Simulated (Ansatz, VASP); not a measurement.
# Cd in VASP and in Ansatz

INCAR

```
SYSTEM = Cd
PREC = Accurate
ENCUT = 520
EDIFF = 1E-7
ISMEAR = 0
SIGMA = 0.15
LREAL = .FALSE.
LASPH = .TRUE.
NELM = 100
ALGO = Normal
ISIF = 2
LWAVE = .FALSE.
LCHARG = .TRUE.
GGA = PE
LELF = .TRUE.
LVHAR = .TRUE.
NBANDS = 12
```

File KPOINTS:

```
Automatic mesh
0
G
  18 18 18
  0 0 0
```

The input POSCAR:

```
Cd
1.0
    0.0027726872      2.2181497500      2.2181497500
    2.2209224372      0.0000000000      2.2209224372
    2.2181497500      2.2181497500      0.0027726872
Cd
1
Direct
    0.0000000000      0.0000000000      0.0000000000
```

Input for Ansatz:

```yaml
crystal:
  lattice:
    - [0.0027726872, 2.21814975, 2.21814975]
    - [2.2209224372, 0.0, 2.2209224372]
    - [2.21814975, 2.21814975, 0.0027726872]
  atoms:
    - { symbol: Cd, position: [0.0, 0.0, 0.0] }
basis:
  ecutwfc: 420
kpoints:
  mp_grid: { grid: [18, 18, 18] }
hamiltonian:
  xc: pbe
scf:
  occupations: { method: gaussian, width: 0.15 }
output:
  forces: true
  stress: true
  eigenvalues: true
```

Change from the starting cell: strain +0.0025 x Voigt [0, 0, 0, 0, 1, 0], atoms carried along.

Alike in both runs: task single point; functional PBE; k mesh 18 × 18 × 18; occupations gaussian, width 0.15 eV; no spin polarisation.

|  | VASP | Ansatz |
| --- | --- | --- |
| version | VASP 6.6.1 | Ansatz 0.2.0 |
| potentials or method | VASP PAW PBE potentials, release 64 (Cd) | scalar-relativistic, plane waves, PAW |
| plane-wave cutoff (eV) | 520 | 420 |
| valence electrons in the cell | 12 | 20 |

|  | VASP | Ansatz | Ansatz less VASP |
| --- | --- | --- | --- |
| gap on the k mesh at the Fermi level (eV) | none | none | - |
| pressure (GPa) | 2.5 | 2.2 | -0.30 |

A gap of «none» marks a metal or a gap that the smearing closes. The two sets of potentials don't hold the same shells in valence.
